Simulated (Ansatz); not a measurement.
SnO₂: an elastic constant from a strain scan

Theory: DFT LDA, scalar-relativistic, plane waves, PAW in Ansatz. Settings: plane waves to 420 eV, k-mesh 12×12×12 (Γ-centred), Gaussian smearing 0.05 eV. No spin polarisation. Energies are free energies at this smearing, counted from the undisturbed cell; pressure is positive in compression.

Zero of the scan (relaxed at this level; this form isn't the usual structure):

```xyz
3
Lattice="1.6039 0.9260 4.0814 -1.6039 0.9260 4.0814 0.0000 -1.8520 4.0814" Properties=species:S:1:pos:R:3 pbc="T T T"
Sn    0.0000    0.0000    6.1221
O     0.0000    0.0000    3.0021
O     0.0000    0.0000    9.2420
```

The cell holds layers and no dispersion correction was added, so their binding is poorly described.

The cell is strained by ε times the Voigt pattern (0, 1, 0, 0, 0, 0) (xx, yy, zz, yz, xz, xy; engineering shear) with fractional coordinates fixed. The cell holds 3 atoms in V0 = 36.37 Å³. The stress column is τ = (1/V0) dE/dε, got from the stress tensor σ (compression positive) at each point as −det(1 + εP) σ : P(1 + εP)⁻¹, with P the pattern as a tensor.

| ε | ΔE (meV/atom) | τ (GPa) |
| --- | --- | --- |
| -0.0400 | 26.720 | -18.553 |
| -0.0300 | 14.662 | -13.399 |
| -0.0200 | 6.357 | -8.600 |
| 0.0000 | 0.000 | 0.001 |
| 0.0100 | 1.487 | 3.845 |
| 0.0200 | 5.771 | 7.407 |
| 0.0300 | 12.635 | 10.703 |
| 0.0400 | ? | ? |

**Question.** Which combination of elastic constants does this scan measure, and how large is it?

**Answer.** For small ε, τ = τ0 + Kε with K = pᵀCp, which for this pattern is C22 in the Cartesian frame shown. The parabola through τ at ε = -0.0200, 0 and 0.0100 has slope K = 400 GPa at zero. The energies per cell, E = NΔE, of the same two points give K = 2[E(ε₊)/ε₊ − E(ε₋)/ε₋]/[(ε₊ − ε₋)V0] = 411 GPa, in agreement. These are clamped-ion values.

**Question.** Predict the withheld row at ε = 0.0400 from the harmonic law, and compare.

**Answer.** ΔE = V0(τ0 ε + Kε²/2)/N = 24.193 meV/atom and τ = 15.98 GPa. The calculation gives 21.896 meV/atom and 13.75 GPa: the energy lies 9 % below the harmonic value, as bonds soften when stretched.

Forces appear on the atoms along this scan, and letting them relax would lower the energy and soften the response.

Cost: 8 runs of about 1.8 core-minutes in all, on Arm Neoverse V2 (shared hosts).